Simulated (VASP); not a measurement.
# Li (Im-3m) in VASP: single point with r2SCAN

Aim: the single point of Li with r2SCAN.

Everything below comes from runs of VASP 6.6.1. Logs are shortened: lines on timing, memory, paths and dates and some standing lists are left out, and cuts for length are marked.

**1. The structure**

The structure is cubic, space group Im-3m (No. 229). Conventional cell: a = 3.434 Å, b = 3.434 Å, c = 3.434 Å, α = 90.00°, β = 90.00°, γ = 90.00°. Around Li (site symmetry m-3m) lie 8 Li at 2.97 Å.

**2. Single point, r2SCAN**

Input file POSCAR:

```
Li
1.0
   -1.7170491874      1.7170491874      1.7170491874
    1.7170491874     -1.7170491874      1.7170491874
    1.7170491874      1.7170491874     -1.7170491874
Li
1
Direct
    0.0000000000      0.0000000000      0.0000000000
```

Input file INCAR.step1:

```
SYSTEM = Li
PREC = Accurate
ENCUT = 520
ISMEAR = 0
SIGMA = 0.1
LREAL = .False.
LASPH = .True.
NELM = 100
NBANDS = 8
GGA = PE
ALGO = Normal
EDIFF = 1E-4
LWAVE = .True.
LCHARG = .False.
```

Input file INCAR.step2:

```
SYSTEM = Li
PREC = Accurate
ENCUT = 520
EDIFF = 1E-6
ISMEAR = 0
SIGMA = 0.1
LREAL = .False.
LASPH = .True.
NELM = 100
ALGO = Normal
ISIF = 2
LWAVE = .False.
LCHARG = .False.
METAGGA = R2SCAN
LMIXTAU = .True.
NBANDS = 8
ISTART = 1
```

Input file KPOINTS:

```
regular mesh
0
Gamma
  18 18 18
  0 0 0
```

Potentials or basis: VASP PAW PBE potentials, release 64 (Li_sv).

On the command line:

```sh
$ cat potpaw_PBE.64/Li_sv/POTCAR > POTCAR
$ cp INCAR.step1 INCAR
$ mpirun -np 1 vasp_std > vasp.out
$ cp INCAR.step2 INCAR
$ mpirun -np 1 vasp_std > vasp.out
```

OUTCAR:

```text
SYSTEM = Li
   PREC = Accurate
   ENCUT = 520
   EDIFF = 1E-6
   ISMEAR = 0
   LREAL = .False.
   LASPH = .True.
   NELM = 100
   ISIF = 2
   METAGGA = R2SCAN
   ISTART = 1

 ion  position               nearest neighbor table
   1  0.000  0.000  0.000-

  LATTYP: Found a body centered cubic cell.
 ALAT       =     3.4340983748

  Lattice vectors:

 A1 = (  -1.7170491874,   1.7170491874,   1.7170491874)
 A2 = (   1.7170491874,  -1.7170491874,   1.7170491874)
 A3 = (   1.7170491874,   1.7170491874,  -1.7170491874)

Analysis of symmetry for initial positions (statically):
=====================================================================
 Subroutine PRICEL returns:
 Original cell was already a primitive cell.

 Routine SETGRP: Setting up the symmetry group for a
 body centered cubic supercell.

 Subroutine GETGRP returns: Found 48 space group operations
 (whereof 48 operations were pure point group operations)
 out of a pool of 48 trial point group operations.

The static configuration has the point symmetry O_h .

Analysis of symmetry for dynamics (positions and initial velocities):
=====================================================================
 Subroutine PRICEL returns:
 Original cell was already a primitive cell.

 Routine SETGRP: Setting up the symmetry group for a
 body centered cubic supercell.

 Subroutine GETGRP returns: Found 48 space group operations
 (whereof 48 operations were pure point group operations)
 out of a pool of 48 trial point group operations.

The dynamic configuration has the point symmetry O_h .

 Subroutine INISYM returns: Found 48 space group operations
 (whereof 48 operations are pure point group operations),
 and found     1 'primitive' translations

----------------------------------------------------------------------------------------

                                     Primitive cell

  volume of cell :      20.2492

  direct lattice vectors                    reciprocal lattice vectors
    -1.717049187  1.717049187  1.717049187     0.000000000  0.291197249  0.291197249
     1.717049187 -1.717049187  1.717049187     0.291197249  0.000000000  0.291197249
     1.717049187  1.717049187 -1.717049187     0.291197249  0.291197249  0.000000000

  length of vectors
     2.974016432  2.974016432  2.974016432     0.411815099  0.411815099  0.411815099

  position of ions in fractional coordinates (direct lattice)
     0.000000000  0.000000000  0.000000000

  ion indices of the primitive-cell ions
   primitive index   ion index
                 1           1

----------------------------------------------------------------------------------------

 KPOINTS: regular mesh

Automatic generation of k-mesh.
 Grid dimensions read from file:
 generate k-points for:   18   18   18

 Generating k-lattice:

  Cartesian coordinates                     Fractional coordinates (reciprocal lattice)
     0.000000000  0.016177625  0.016177625     0.055555556  0.000000000  0.000000000
     0.016177625  0.000000000  0.016177625     0.000000000  0.055555556  0.000000000
     0.016177625  0.016177625  0.000000000     0.000000000  0.000000000  0.055555556

  Length of vectors
     0.022878617  0.022878617  0.022878617

  Shift w.r.t. Gamma in fractional coordinates (k-lattice)
     0.000000000  0.000000000  0.000000000

 Subroutine IBZKPT returns following result:
 ===========================================

 Found    195 irreducible k-points:

 Following reciprocal coordinates:
            Coordinates               Weight
  0.000000  0.000000  0.000000      1.000000
  0.055556  0.000000  0.000000     12.000000
  0.111111  0.000000  0.000000     12.000000
  0.166667  0.000000  0.000000     12.000000
  0.222222  0.000000  0.000000     12.000000
  0.277778  0.000000  0.000000     12.000000
[... 16 lines left out ...]
  0.333333  0.111111  0.000000     48.000000
  0.388889  0.111111  0.000000     48.000000
 [... further k-points ...]
   k-points           NKPTS =    195   k-points in BZ     NKDIM =    195   number of bands    NBANDS=      8
   number of dos      NEDOS =    301   number of ions     NIONS =      1
   total plane-waves  NPLWV =  13824
   dimension x,y,z NGX =    24 NGY =   24 NGZ =   24
   dimension x,y,z NGXF=    48 NGYF=   48 NGZF=   48
   ions per type =               1
   NGX,Y,Z   is equivalent  to a cutoff of  13.42, 13.42, 13.42 a.u.
   NGXF,Y,Z  is equivalent  to a cutoff of  26.83, 26.83, 26.83 a.u.
 SYSTEM =  Li
   PREC   = accura    normal or accurate (medium, high low for compatibility)
   ISTART =      1    job   : 0-new  1-cont  2-samecut
   ICHARG =      0    charge: 1-file 2-atom 10-const
   ISPIN  =      1    spin polarized calculation?
   LNONCOLLINEAR =      F non collinear calculations
   LSORBIT =      F    spin-orbit coupling
   LASPH  =      T    aspherical Exc in radial PAW
   ENCUT  =  520.0 eV  38.22 Ry    6.18 a.u.   5.53  5.53  5.53*2*pi/ulx,y,z
   NELM   =    100;   NELMIN=  2; NELMDL=  0     # of ELM steps
   EDIFF  = 0.1E-05   stopping-criterion for ELM
   LREAL  =      F    real-space projection
   EDIFFG = 0.1E-04   stopping-criterion for IOM
   NSW    =      0    number of steps for IOM
   IBRION =     -1    ionic relax: 0-MD 1-quasi-New 2-CG
   NFREE  =      0    steps in history (QN), initial steepest desc. (CG)
   ISIF   =      2    stress and relaxation
   ISYM   =      2    0-nonsym 1-usesym 2-fastsym
   POTIM  = 0.5000    time-step for ionic-motion
   TEBEG  =    0.0;   TEEND  =   0.0 temperature during run
   PSTRESS=    0.0 pullay stress
   NELECT =       3.0000    total number of electrons
   NUPDOWN=      -1.0000    fix difference up-down
   EMIN   =  10.00;   EMAX   =-10.00  energy-range for DOS
   EFERMI =   0.00;   METHOD = LEGACY
   ISMEAR =     0;   SIGMA  =   0.10  broadening in eV -4-tet -1-fermi 0-gaus
   EFERMI_NEDOS =   21; number of points for ismear=-14 and -15
   IALGO  =     38    algorithm
   IMIX   =      4    mixing-type and parameters
     AMIX     =   0.40;   BMIX     =  1.00
     AMIX_MAG =   1.60;   BMIX_MAG =  1.00
  volume/ion in A,a.u.               =      20.25       136.65
  Fermi-wavevector in a.u.,A,eV,Ry     =   0.866255  1.636985 10.209785  0.750398
  Thomas-Fermi vector in A             =   1.984618
   LORBIT       =      0    0 simple, 1 ext, 2 COOP (PROOUT), +10 PAW based schemes
   METAGGA = R2SCAN    functional components
   LHFCALC =     F    Hartree Fock is set to
   AEXX    =    0.0000 exact exchange contribution
   IVDW    =     0    specifies the selected vdW correction
   LEPSILON=     F    determine dielectric tensor
   LRPA    =     F    only Hartree local field effects (RPA)
 non-spin polarized calculation
 Gauss-broadening in eV      SIGMA  =   0.10
  energy-cutoff  :      520.00
  volume of cell :       20.25
 maximum number of plane-waves:       563
 NGX is ok and might be reduce to    24
   NGX = 11   NGY = 11   NGZ = 11

 number of electron       3.0000000 magnetization

 Free energy of the ion-electron system (eV)
  ---------------------------------------------------
  ext. energy  EPLUGINS =         0.00000000
  ---------------------------------------------------
  free energy    TOTEN  =        -2.38110589 eV

  energy without entropy =       -2.37876064  energy(sigma->0) =       -2.37993327

 E-fermi :   0.6417     XC(G=0):  -7.4501

 val. band max:        0.6158284902   @ k =  -0.4444   0.4444   0.0556
 cond. band min:       0.6679830747   @ k =   0.3333   0.1667  -0.0000
 fundamental gap:      0.0521545845
 Fermi energy:         0.6416844545

 k-point     1 :       0.0000    0.0000    0.0000
  band No.  band energies     occupation
      1     -47.4171      2.00000
      2      -3.2469      2.00000
      3      16.9478      0.00000
      4      16.9491      0.00000
      5      16.9491      0.00000
      6      21.1967      0.00000
      7      21.1968      0.00000
      8      21.1968      0.00000

 k-point     2 :       0.0556    0.0000    0.0000
  band No.  band energies     occupation
      1     -47.4165      2.00000
      2      -3.1831      2.00000
      3      16.4324      0.00000
      4      16.5590      0.00000
      5      16.8178      0.00000
      6      20.3128      0.00000
      7      20.3628      0.00000
      8      21.7201      0.00000

 k-point     3 :       0.1111    0.0000    0.0000
  band No.  band energies     occupation
      1     -47.4147      2.00000
      2      -2.9918      2.00000
      3      14.9645      0.00000
      4      15.7377      0.00000
      5      16.4431      0.00000
      6      19.1857      0.00000
      7      19.3535      0.00000
      8      21.3141      0.00000

 k-point     4 :       0.1667    0.0000    0.0000
  band No.  band energies     occupation
      1     -47.4120      2.00000
      2      -2.6731      2.00000
      3      13.0324      0.00000
      4      14.8556      0.00000
      5      15.9019      0.00000
      6      18.1166      0.00000
      7      18.9253      0.00000
      8      21.3131      0.00000

 k-point     5 :       0.2222    0.0000    0.0000
  band No.  band energies     occupation
      1     -47.4086      2.00000
      2      -2.2267      2.00000
      3      11.0409      0.00000
      4      14.0500      0.00000
      5      15.3086      0.00000
      6      17.2001      0.00000
      7      18.7641      0.00000
      8      21.6386      0.00000
[... 177 lines left out ...]
 k-point    22 :       0.2778    0.1111    0.0000
  band No.  band energies     occupation
      1     -47.4007      2.00000
      2      -0.7732      2.00000
      3       7.4704      0.00000
      4      11.2978      0.00000
      5      13.2602      0.00000
      6      18.0876      0.00000
      7      19.2737      0.00000
      8      22.9190      0.00000

 k-point    23 :       0.3333    0.1111    0.0000
  band No.  band energies     occupation
      1     -47.3981      2.00000
      2       0.0033      2.00000
      3       5.9387      0.00000
      4      10.9221      0.00000
      5      12.9023      0.00000
      6      17.7981      0.00000
      7      19.5114      0.00000
      8      23.6467      0.00000

 k-point    24 :       0.3889    0.1111    0.0000
  band No.  band energies     occupation
      1     -47.3964      2.00000
      2       0.7683      0.07339
      3       4.7170      0.00000
      4      10.6957      0.00000
      5      12.6847      0.00000
      6      17.6124      0.00000
      7      19.7134      0.00000
      8      24.4459      0.00000

 [... further k-points ...]

------------------------ aborting loop because EDIFF is reached ----------------------------------------

  FORCE on cell =-STRESS in cart. coord.  units (eV):
  Direction    XX          YY          ZZ          XY          YZ          ZX
  --------------------------------------------------------------------------------------
  -------------------------------------------------------------------------------------
  Total        0.0194141      0.0194141      0.0194141      0.0000000      0.0000000      0.0000000
  in kB        1.5361030      1.5361030      1.5361030      0.0000000      0.0000000      0.0000000
  external PRESSURE =       1.5361030 kB  Pullay stress =       0.0000000 kB

 VOLUME and BASIS-vectors are now :
 -----------------------------------------------------------------------------
  energy-cutoff  :      520.00
  volume of cell :       20.25
      direct lattice vectors                 reciprocal lattice vectors
    -1.717049187  1.717049187  1.717049187     0.000000000  0.291197249  0.291197249
     1.717049187 -1.717049187  1.717049187     0.291197249  0.000000000  0.291197249
     1.717049187  1.717049187 -1.717049187     0.291197249  0.291197249  0.000000000

 POSITION                                       TOTAL-FORCE (eV/Angst)
 -----------------------------------------------------------------------------------
      0.00000      0.00000      0.00000         0.000000      0.000000      0.000000
 -----------------------------------------------------------------------------------
    total drift:                                0.000000      0.000000     -0.000000

  FREE ENERGIE OF THE ION-ELECTRON SYSTEM (eV)
  ---------------------------------------------------
  free  energy   TOTEN  =        -2.3811058899 eV

  energy  without entropy=       -2.3787606446  energy(sigma->0) =       -2.37993327
```

It took 64 s on 1 thread of Intel Xeon Platinum 8488C (Sapphire Rapids), shared host; peak memory 0.15 GiB.

What came out:

```yaml
Free_energy: -2.3811 eV
Band_gap_on_the_k_mesh: none (metal or under the smearing width)
```

Caveat: the cutoff is under 1.25 times the usual one of these potentials, so pressure, stress and relaxed cells hold a basis-set (Pulay) error; the PAW data sets were made with another functional, which shifts forces and pressure a little.
